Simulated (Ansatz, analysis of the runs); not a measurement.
# A homologous series of junctions, from SiH2(OSiH2)1 chain with amine ends, between Au (111) faces with adatoms, part 2 of 3

How fast does the conductance fall as the molecule grows?

Ansatz 0.2.0; DFT PBE, plane waves, PAW; relaxation of a junction, electrodes held but for their tips (the session's first sound run).

So far, transmission at the energy nearest the Fermi level, one spin: step 3 (transmission, 87 atoms, molecule siloxane 1, amine ends …) 8.7e-4.

## 5. Relaxing the junction, 91 atoms, molecule siloxane 2, amine ends, units 2

This step: DFT PBE, plane waves, PAW; relaxation of a junction, electrodes held but for their tips (Ansatz 0.2.0).

System of this step: SiH2(OSiH2)2 chain with amine ends, between Au (111) faces with adatoms. The cell holds 91 atoms: 74 Au, 2 N, 3 Si, 2 O and 10 H. Cell: a = 8.825 Å, b = 8.825 Å, c = 32.965 Å, α = 90.0°, β = 90.0°, γ = 60.0°. Electrodes: Au (111) 3x3 face with an adatom; the apex atoms were set 11.686 Å apart; the free molecule is N[SiH2]O[SiH2]O[SiH2]N. Regions: lower lead, 37 atoms (37 Au); bridge, 17 atoms (2 N, 3 Si, 2 O and 10 H); upper lead, 37 atoms (37 Au). The structure is stacked along c, and the current runs across the ab planes.

input.yaml reads:

```yaml
crystal:
  lattice:
    - [8.8246926292, 0.0, 0.0]
    - [4.4123463146, 7.6424079975, 0.0]
    - [0.0, 0.0, 32.9653639885]
  atoms:
    - { symbol: Au, position: [0.722222222, 0.722222222, 0.0] }
    - { symbol: Au, position: [0.722222222, 0.055555556, 0.0] }
    - { symbol: Au, position: [0.722222222, 0.388888889, 0.0] }
    - { symbol: Au, position: [0.055555556, 0.722222222, 0.0] }
    - { symbol: Au, position: [0.055555556, 0.055555556, 0.0] }
    - { symbol: Au, position: [0.055555556, 0.388888889, 0.0] }
    - { symbol: Au, position: [0.388888889, 0.722222222, 0.0] }
    - { symbol: Au, position: [0.388888889, 0.055555556, 0.0] }
    - { symbol: Au, position: [0.388888889, 0.388888889, 0.0] }
    - { symbol: Au, position: [0.833333333, 0.833333333, 0.072857594] }
    - { symbol: Au, position: [0.833333333, 0.166666667, 0.072857594] }
    - { symbol: Au, position: [0.833333333, 0.5, 0.072857594] }
    - { symbol: Au, position: [0.166666667, 0.833333333, 0.072857594] }
    - { symbol: Au, position: [0.166666667, 0.166666667, 0.072857594] }
    - { symbol: Au, position: [0.166666667, 0.5, 0.072857594] }
    - { symbol: Au, position: [0.5, 0.833333333, 0.072857594] }
    - { symbol: Au, position: [0.5, 0.166666667, 0.072857594] }
    - { symbol: Au, position: [0.5, 0.5, 0.072857594] }
    - { symbol: Au, position: [0.944444444, 0.944444444, 0.145715189] }
    - { symbol: Au, position: [0.944444444, 0.277777778, 0.145715189] }
    - { symbol: Au, position: [0.944444444, 0.611111111, 0.145715189] }
    - { symbol: Au, position: [0.277777778, 0.944444444, 0.145715189] }
    - { symbol: Au, position: [0.277777778, 0.277777778, 0.145715189] }
    - { symbol: Au, position: [0.277777778, 0.611111111, 0.145715189] }
    - { symbol: Au, position: [0.611111111, 0.944444444, 0.145715189] }
    - { symbol: Au, position: [0.611111111, 0.277777778, 0.145715189] }
    - { symbol: Au, position: [0.611111111, 0.611111111, 0.145715189] }
    - { symbol: Au, position: [0.055555556, 0.055555556, 0.218572783] }
    - { symbol: Au, position: [0.055555556, 0.388888889, 0.218572783] }
    - { symbol: Au, position: [0.055555556, 0.722222222, 0.218572783] }
[... 7 lines left out ...]
    - { symbol: "N", position: [0.489889761, 0.500023388, 0.353464641] }
    - { symbol: Si, position: [0.667000047, 0.500018129, 0.373015882] }
    - { symbol: O, position: [0.641510944, 0.500010407, 0.422437188] }
    - { symbol: Si, position: [0.748521444, 0.499993706, 0.463571418] }
    - { symbol: O, position: [0.641525364, 0.499985078, 0.504706049] }
    - { symbol: Si, position: [0.667019324, 0.499986283, 0.554127259] }
    - { symbol: "N", position: [0.489917962, 0.499971054, 0.573677743] }
    - { symbol: H, position: [0.486999049, 0.394220475, 0.364656516] }
    - { symbol: H, position: [0.381198495, 0.60584085, 0.364652161] }
    - { symbol: H, position: [0.663463404, 0.661484955, 0.359839694] }
    - { symbol: H, position: [0.824928307, 0.338552032, 0.359836633] }
    - { symbol: H, position: [0.767248388, 0.6576253, 0.46357376] }
    - { symbol: H, position: [0.924875275, 0.342355659, 0.463568912] }
    - { symbol: H, position: [0.663461944, 0.661461909, 0.567305639] }
    - { symbol: H, position: [0.824950897, 0.338522728, 0.567304957] }
    - { symbol: H, position: [0.487050935, 0.394148962, 0.562490769] }
    - { symbol: H, position: [0.381222396, 0.605769444, 0.562485126] }
[... 29 lines left out ...]
    - { symbol: Au, position: [0.611111111, 0.944444444, 0.927142406] }
    - { symbol: Au, position: [0.611111111, 0.277777778, 0.927142406] }
    - { symbol: Au, position: [0.944444444, 0.611111111, 0.927142406] }
    - { symbol: Au, position: [0.944444444, 0.944444444, 0.927142406] }
    - { symbol: Au, position: [0.944444444, 0.277777778, 0.927142406] }
    - { symbol: Au, position: [0.277777778, 0.611111111, 0.927142406] }
    - { symbol: Au, position: [0.277777778, 0.944444444, 0.927142406] }
    - { symbol: Au, position: [0.277777778, 0.277777778, 0.927142406] }
kpoints:
  mp_grid: { grid: [2, 2, 1] }
scf:
  occupations: { method: fermi_dirac, width: 0.1 }
hamiltonian:
  xc: pbe
relax:
  constraints:
    - { sites: [0, 1, 2, 3, 4, 5, 6, 7, 8, 9, 10, 11, 12, 13, 14, 15, 16, 17, 18, 19, 20, 21, 22, 23, 24, 25, 26, 27, 28, 29, 30, 31, 32, 33, 34, 35, 55, 56, 57, 58, 59, 60, 61, 62, 63, 64, 65, 66, 67, 68, 69, 70, 71, 72, 73, 74, 75, 76, 77, 78, 79, 80, 81, 82, 83, 84, 85, 86, 87, 88, 89, 90] }
  f_tol: 0.05
  max_steps: 35
```

The run is started by

```bash
> ansatz run input.yaml --threads 16 --pin off --max-ram 61440MiB --backend cuda --events-out ev --progress --plain --runs-dir out --max-vram 78GiB
```

Wall time 16 s (1 × NVIDIA GB200 with 16 threads of Arm Neoverse V2, shared host); peak memory 1.9 GiB.

Step by step:

| step | energy less that of the first step (eV) | largest force component (eV/Å) |
| --- | --- | --- |
| 1 | 0.0000 | 1.8299 |
| 2 | -0.3004 | 0.8872 |
| 3 | -0.4186 | 0.3043 |
| 4 | -0.3883 | 1.1271 |
| 5 | -0.4574 | 0.1305 |
| 6 | -0.4614 | 0.0442 |

Relaxation step 4 was tried and not accepted.

The atoms that moved most (Å):

| atom | dx | dy | dz | length |
| --- | --- | --- | --- | --- |
| H53 | -0.192 | -0.025 | 0.156 | 0.249 |
| H46 | -0.192 | 0.025 | -0.156 | 0.249 |
| H54 | -0.196 | 0.014 | 0.152 | 0.248 |
| H45 | -0.196 | -0.015 | -0.152 | 0.248 |
| Si41 | 0.198 | 0.000 | 0.000 | 0.198 |
| H49 | 0.185 | 0.025 | 0.002 | 0.186 |
| H50 | 0.185 | -0.025 | -0.002 | 0.186 |
| O40 | 0.183 | 0.002 | 0.023 | 0.185 |

The largest force component on a free atom ends at 0.044 eV/Å, under the limit of 0.05. The apex atoms end 11.80 Å apart, and their nearest bridge atoms lie at 2.30 Å (Au–N) and 2.30 Å (Au–N).

## 6. Transmission, 91 atoms, molecule siloxane 2, amine ends, units 2

This step: DFT PBE, plane waves, PAW; transmission of a junction between electrodes (Ansatz 0.2.0).

The transmission is computed for this geometry in the same way.

Edit input.yaml of step 5 so:

```diff
@@ -37,19 +37,19 @@
 [... 7 lines left out ...]
-    - { symbol: "N", position: [0.489889761, 0.500023388, 0.353464641] }
-    - { symbol: Si, position: [0.667000047, 0.500018129, 0.373015882] }
-    - { symbol: O, position: [0.641510944, 0.500010407, 0.422437188] }
-    - { symbol: Si, position: [0.748521444, 0.499993706, 0.463571418] }
-    - { symbol: O, position: [0.641525364, 0.499985078, 0.504706049] }
-    - { symbol: Si, position: [0.667019324, 0.499986283, 0.554127259] }
-    - { symbol: "N", position: [0.489917962, 0.499971054, 0.573677743] }
-    - { symbol: H, position: [0.486999049, 0.394220475, 0.364656516] }
-    - { symbol: H, position: [0.381198495, 0.60584085, 0.364652161] }
-    - { symbol: H, position: [0.663463404, 0.661484955, 0.359839694] }
-    - { symbol: H, position: [0.824928307, 0.338552032, 0.359836633] }
-    - { symbol: H, position: [0.767248388, 0.6576253, 0.46357376] }
-    - { symbol: H, position: [0.924875275, 0.342355659, 0.463568912] }
-    - { symbol: H, position: [0.663461944, 0.661461909, 0.567305639] }
-    - { symbol: H, position: [0.824950897, 0.338522728, 0.567304957] }
-    - { symbol: H, position: [0.487050935, 0.394148962, 0.562490769] }
-    - { symbol: H, position: [0.381222396, 0.605769444, 0.562485126] }
+    - { symbol: "N", position: [0.4756807219, 0.5004952364, 0.3540177877] }
+    - { symbol: Si, position: [0.6629479624, 0.5002194241, 0.3729140264] }
+    - { symbol: O, position: [0.6621356137, 0.5002611629, 0.4231418657] }
+    - { symbol: Si, position: [0.7709251994, 0.499994532, 0.4635722146] }
+    - { symbol: O, position: [0.6623994287, 0.4997374354, 0.5040029121] }
+    - { symbol: Si, position: [0.6631643779, 0.4997848558, 0.5542307306] }
+    - { symbol: "N", position: [0.4761767576, 0.4994978912, 0.5731256545] }
+    - { symbol: H, position: [0.4657643939, 0.3923226911, 0.3600547832] }
+    - { symbol: H, position: [0.3578025949, 0.6091614491, 0.3599187619] }
+    - { symbol: H, position: [0.6536117086, 0.663501623, 0.3581159493] }
+    - { symbol: H, position: [0.8166856988, 0.3366878235, 0.3581508095] }
+    - { symbol: H, position: [0.7865747294, 0.6608419389, 0.4636262178] }
+    - { symbol: H, position: [0.9474150079, 0.339137949, 0.4635176808] }
+    - { symbol: H, position: [0.6533570416, 0.6633233354, 0.5689933424] }
+    - { symbol: H, position: [0.8171142184, 0.3365092343, 0.5690301744] }
+    - { symbol: H, position: [0.4669736953, 0.390826531, 0.5672249371] }
+    - { symbol: H, position: [0.3580852545, 0.6076654561, 0.5670877654] }
 [... 29 lines left out ...]
@@ -64,3 +64,3 @@
 kpoints:
-  mp_grid: { grid: [2, 2, 1] }
+  mp_grid: { grid: [4, 4, 1] }
 scf:
@@ -69,6 +69,7 @@
   xc: pbe
-relax:
-  constraints:
-    - { sites: [0, 1, 2, 3, 4, 5, 6, 7, 8, 9, 10, 11, 12, 13, 14, 15, 16, 17, 18, 19, 20, 21, 22, 23, 24, 25, 26, 27, 28, 29, 30, 31, 32, 33, 34, 35, 55, 56, 57, 58, 59, 60, 61, 62, 63, 64, 65, 66, 67, 68, 69, 70, 71, 72, 73, 74, 75, 76, 77, 78, 79, 80, 81, 82, 83, 84, 85, 86, 87, 88, 89, 90] }
-  f_tol: 0.05
-  max_steps: 35
+output:
+  transmission: { leads: [[82, 0]], e_range: [-0.7, 0.7], de: 0.035, kmesh: [4, 4] }
+  dos: { projected: true, e_range: [-5, 4] }
+  write_potential: true
+  write_density: true
+  volumetric_format: npy
```

Atom lines that are left out differ too.

The job ended after 3.9 min (1 × NVIDIA GB200 with 16 threads; peak memory 19 GiB).

Table of transmission, one spin by energy, zero at the Fermi level:

energy (eV), transmission, one spin and a bar:
```
   -0.700    0.00000 
   -0.665    0.00000 
   -0.595    0.00001 #
   -0.560    0.00001 #
   -0.490    0.00001 #
   -0.455    0.00001 #
   -0.420    0.00001 #
   -0.350    0.00001 #
   -0.315    0.00001 #
   -0.280    0.00001 #
   -0.210    0.00001 #
   -0.175    0.00001 ##
   -0.105    0.00001 ##
   -0.070    0.00001 ###
   -0.035    0.00001 ###
    0.000    0.00001 ###
    0.035    0.00001 ####
    0.070    0.00001 ####
    0.105    0.00002 #####
    0.175    0.00002 #######
    0.210    0.00003 ##########
    0.280    0.00003 #########
    0.315    0.00003 #########
    0.350    0.00003 #########
    0.420    0.00003 ###########
    0.455    0.00003 ############
    0.490    0.00004 ##############
    0.560    0.00005 ##################
    0.595    0.00005 ####################
    0.665    0.00007 ##########################
    0.700    0.00008 ##############################
```

The conductance is 1.2e-5 G₀. The conductance is 0.014 times that of the last run that gave one. The lead's Hamiltonian steps by 22.8 meV, which the program lets pass, though it counts in the error estimate. The largest term of the program's error estimate is over 1000 %, from band edges of the leads and from resonances.

## 7. Conductance and thermopower from T(E), 91 atoms

This step: Landauer integrals over the computed T(E), interpolated linearly between its energies (analysis of the runs above).

T(E) held rigid; rough near sharp steps of T(E). The conductance at 300 K by shift of the leads' level:

| shift of the leads' level (eV) | conductance at 300 K (G₀) |
| --- | --- |
| -0.350 | 6.1e-6 |
| -0.300 | 6.4e-6 |
| -0.250 | 7.0e-6 |
| -0.200 | 7.7e-6 |
| -0.150 | 8.6e-6 |
| -0.100 | 9.6e-6 |
| -0.050 | 1.1e-5 |
| 0.000 | 1.2e-5 |
| 0.050 | 1.4e-5 |
| 0.100 | 1.7e-5 |
| 0.150 | 2.0e-5 |
| 0.200 | 2.4e-5 |
| 0.250 | 2.6e-5 |
| 0.300 | 2.6e-5 |
| 0.350 | 2.8e-5 |

The thermopower is -19.7 μV/K. The Lorenz ratio is 1.03, where the Wiedemann-Franz law gives 1. These values rest on a semilocal level alignment and on the mesh across the current. Moving the level by up to 0.1 eV either way gives -25 to -17 μV/K.

## 8. Relaxation of the scattering region, 95 atoms, molecule siloxane 3, amine ends, units 3

This step: DFT PBE, plane waves, PAW; relaxation of a junction, electrodes held but for their tips (Ansatz 0.2.0).

System of this step: SiH2(OSiH2)3 chain with amine ends, between Au (111) faces with adatoms. The cell holds 95 atoms: 74 Au, 2 N, 4 Si, 3 O and 12 H. Cell: a = 8.825 Å, b = 8.825 Å, c = 34.927 Å, α = 90.0°, β = 90.0°, γ = 60.0°. Electrodes: Au (111) 3x3 face with an adatom; the apex atoms were set 13.647 Å apart; the free molecule is N[SiH2]O[SiH2]O[SiH2]O[SiH2]N. Regions: lower lead, 37 atoms (37 Au); bridge, 21 atoms (2 N, 4 Si, 3 O and 12 H); upper lead, 37 atoms (37 Au). The structure is stacked along c, and the current runs across the ab planes.

input.yaml reads:

```yaml
crystal:
  lattice:
    - [8.8246926292, 0.0, 0.0]
    - [4.4123463146, 7.6424079975, 0.0]
    - [0.0, 0.0, 34.926576246]
  atoms:
    - { symbol: Au, position: [0.722222222, 0.722222222, 0.0] }
    - { symbol: Au, position: [0.722222222, 0.055555556, 0.0] }
    - { symbol: Au, position: [0.722222222, 0.388888889, 0.0] }
    - { symbol: Au, position: [0.055555556, 0.722222222, 0.0] }
    - { symbol: Au, position: [0.055555556, 0.055555556, 0.0] }
    - { symbol: Au, position: [0.055555556, 0.388888889, 0.0] }
    - { symbol: Au, position: [0.388888889, 0.722222222, 0.0] }
    - { symbol: Au, position: [0.388888889, 0.055555556, 0.0] }
    - { symbol: Au, position: [0.388888889, 0.388888889, 0.0] }
    - { symbol: Au, position: [0.833333333, 0.833333333, 0.068766463] }
    - { symbol: Au, position: [0.833333333, 0.166666667, 0.068766463] }
    - { symbol: Au, position: [0.833333333, 0.5, 0.068766463] }
    - { symbol: Au, position: [0.166666667, 0.833333333, 0.068766463] }
    - { symbol: Au, position: [0.166666667, 0.166666667, 0.068766463] }
    - { symbol: Au, position: [0.166666667, 0.5, 0.068766463] }
    - { symbol: Au, position: [0.5, 0.833333333, 0.068766463] }
    - { symbol: Au, position: [0.5, 0.166666667, 0.068766463] }
    - { symbol: Au, position: [0.5, 0.5, 0.068766463] }
    - { symbol: Au, position: [0.944444444, 0.944444444, 0.137532926] }
    - { symbol: Au, position: [0.944444444, 0.277777778, 0.137532926] }
    - { symbol: Au, position: [0.944444444, 0.611111111, 0.137532926] }
    - { symbol: Au, position: [0.277777778, 0.944444444, 0.137532926] }
    - { symbol: Au, position: [0.277777778, 0.277777778, 0.137532926] }
    - { symbol: Au, position: [0.277777778, 0.611111111, 0.137532926] }
    - { symbol: Au, position: [0.611111111, 0.944444444, 0.137532926] }
    - { symbol: Au, position: [0.611111111, 0.277777778, 0.137532926] }
    - { symbol: Au, position: [0.611111111, 0.611111111, 0.137532926] }
    - { symbol: Au, position: [0.055555556, 0.055555556, 0.20629939] }
    - { symbol: Au, position: [0.055555556, 0.388888889, 0.20629939] }
    - { symbol: Au, position: [0.055555556, 0.722222222, 0.20629939] }
[... 7 lines left out ...]
    - { symbol: "N", position: [0.467794734, 0.438723317, 0.330166099] }
    - { symbol: Si, position: [0.660288804, 0.354898512, 0.353857753] }
    - { symbol: O, position: [0.61678184, 0.312462031, 0.397002369] }
    - { symbol: Si, position: [0.722067788, 0.232762956, 0.437733808] }
    - { symbol: O, position: [0.75843644, 0.377268392, 0.459511965] }
    - { symbol: Si, position: [0.844307197, 0.395734375, 0.499955448] }
    - { symbol: O, position: [0.715162753, 0.419862075, 0.536479355] }
    - { symbol: Si, position: [0.712199914, 0.45186323, 0.582937748] }
    - { symbol: "N", position: [0.526010869, 0.460935705, 0.598165487] }
    - { symbol: H, position: [0.425633583, 0.350832182, 0.331824791] }
    - { symbol: H, position: [0.37794304, 0.545803988, 0.344764696] }
    - { symbol: H, position: [0.712935711, 0.48932358, 0.354990189] }
    - { symbol: H, position: [0.787944135, 0.192277299, 0.334342235] }
    - { symbol: H, position: [0.615325911, 0.187152377, 0.462777018] }
    - { symbol: H, position: [0.89106833, 0.072069752, 0.429981253] }
    - { symbol: H, position: [0.868556634, 0.549790543, 0.49764363] }
    - { symbol: H, position: [0.017175361, 0.237158967, 0.505828339] }
    - { symbol: H, position: [0.861588502, 0.301648181, 0.601664562] }
    - { symbol: H, position: [0.700346058, 0.621258985, 0.591316355] }
    - { symbol: H, position: [0.424085651, 0.558647764, 0.583693476] }
    - { symbol: H, position: [0.529189552, 0.348913733, 0.589978754] }
[... 29 lines left out ...]
    - { symbol: Au, position: [0.611111111, 0.944444444, 0.931233537] }
    - { symbol: Au, position: [0.611111111, 0.277777778, 0.931233537] }
    - { symbol: Au, position: [0.944444444, 0.611111111, 0.931233537] }
    - { symbol: Au, position: [0.944444444, 0.944444444, 0.931233537] }
    - { symbol: Au, position: [0.944444444, 0.277777778, 0.931233537] }
    - { symbol: Au, position: [0.277777778, 0.611111111, 0.931233537] }
    - { symbol: Au, position: [0.277777778, 0.944444444, 0.931233537] }
    - { symbol: Au, position: [0.277777778, 0.277777778, 0.931233537] }
kpoints:
  mp_grid: { grid: [2, 2, 1] }
scf:
  occupations: { method: fermi_dirac, width: 0.1 }
hamiltonian:
  xc: pbe
relax:
  constraints:
    - { sites: [0, 1, 2, 3, 4, 5, 6, 7, 8, 9, 10, 11, 12, 13, 14, 15, 16, 17, 18, 19, 20, 21, 22, 23, 24, 25, 26, 27, 28, 29, 30, 31, 32, 33, 34, 35, 59, 60, 61, 62, 63, 64, 65, 66, 67, 68, 69, 70, 71, 72, 73, 74, 75, 76, 77, 78, 79, 80, 81, 82, 83, 84, 85, 86, 87, 88, 89, 90, 91, 92, 93, 94] }
  f_tol: 0.05
  max_steps: 35
```

The job ended after 13 s (1 × NVIDIA GB200 with 16 threads; peak memory 1.9 GiB; 40 s of CPU time).

Relaxation path:

| step | energy less that of the first step (eV) | largest force component (eV/Å) |
| --- | --- | --- |
| 1 | 0.0000 | 1.8647 |
| 2 | -0.3111 | 0.9110 |
| 3 | -0.4318 | 0.3794 |
| 4 | -0.4917 | 0.1240 |
| 5 | -0.4997 | 0.0452 |

The atoms that moved most (Å):

| atom | dx | dy | dz | length |
| --- | --- | --- | --- | --- |
| H48 | -0.035 | 0.269 | -0.165 | 0.317 |
| H47 | -0.101 | 0.241 | -0.148 | 0.300 |
| H58 | -0.232 | 0.044 | 0.163 | 0.287 |
| O40 | 0.239 | 0.061 | 0.035 | 0.249 |
| O44 | 0.223 | -0.049 | 0.091 | 0.246 |
| H57 | -0.189 | 0.080 | 0.131 | 0.243 |
| H54 | 0.225 | 0.018 | 0.027 | 0.227 |
| H55 | -0.124 | -0.010 | 0.187 | 0.225 |

The largest force component on a free atom ends at 0.045 eV/Å, under the limit of 0.05. The apex atoms end 13.78 Å apart, and their nearest bridge atoms lie at 2.28 Å (Au–N) and 2.28 Å (Au–N).

(Part 2 of 3 ends here.)

[Logs are printed without paths, hosts, clocks, repeated set-up lines and the standing remarks that a program may print on its own settings, such as how far it seeks lower states.]

[Hosts, paths, dates, database ids (printed as entryN), source tags and the programs' standing remarks are cut or masked in the printed files.]
